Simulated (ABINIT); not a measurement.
Crystal: GaN.

```
Ga N
1.0
     0.00000    2.25350    2.25350
     2.25350    0.00000    2.25350
     2.25350    2.25350    0.00000
Ga N
1 1
Direct
  0.00000 0.00000 0.00000
  0.25000 0.25000 0.25000
```

The cell is a database's computed one.

Base run:

```yaml
Program: ABINIT 10.8.3 (patched build)
Functional: PBEsol
Potentials_or_basis: JTH PAW PBE v2.0
Cutoff: 844 eV
k_mesh: 10 × 10 × 10
Occupations: fermi-dirac, width 0.05 eV
Spin: no spin polarisation
```

Its results: band gap on the k mesh 1.66 eV, direct; pressure -0.4 GPa.

Problem. The run is repeated on the same cell with these changes: functional from PBEsol to PBE. What comes out?

Solution. Band gap on the k mesh 1.71 eV, direct; pressure 5.6 GPa.

PBE binds less tightly than PBEsol, so the same cell stands under more pressure.

Caveats: the PAW data sets were made with another functional, which shifts forces and pressure a little (some runs).

